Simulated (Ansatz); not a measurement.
Theory: DFT PBE, scalar-relativistic, plane waves, PAW (Ansatz). All cells share a 420 eV cutoff and Γ-centred k meshes spaced at most about 0.3 Å⁻¹ (about 0.25 or finer for metals, 2π included). No spin polarisation in the final relaxations.

These are static total energies at zero pressure.

Two forms of Be were relaxed alike.

A. Space group R-3m (No. 166), trigonal, a = 2.251 Å, c = 21.577 Å. Be on its first site has 12 Be at 2.22–2.25 Å; Be on its second site is surrounded by 12 Be at 2.19–2.25 Å.

B. Space group P6_3/mmc (No. 194), hexagonal, a = 2.265 Å, c = 3.562 Å. Be is surrounded by 12 Be at 2.21–2.26 Å.

Question: Which form is favoured at zero pressure, and by what margin per atom?

Answer: B is lower, by 36 meV/atom. A has space group R-3m (No. 166), 7.9 Å³/atom and no gap on its mesh; B has the hcp type, space group P6_3/mmc (No. 194), 7.9 Å³/atom and no gap. Both come from invented guesses. The part of the Crystallography Open Database at hand lists Be in space groups No. 18, 194; sharing a group (P6_3/mmc) doesn't make a cell the listed structure.

With atoms moved at random, R-3m came back. Other cells relaxed within their symmetry can be saddle points.
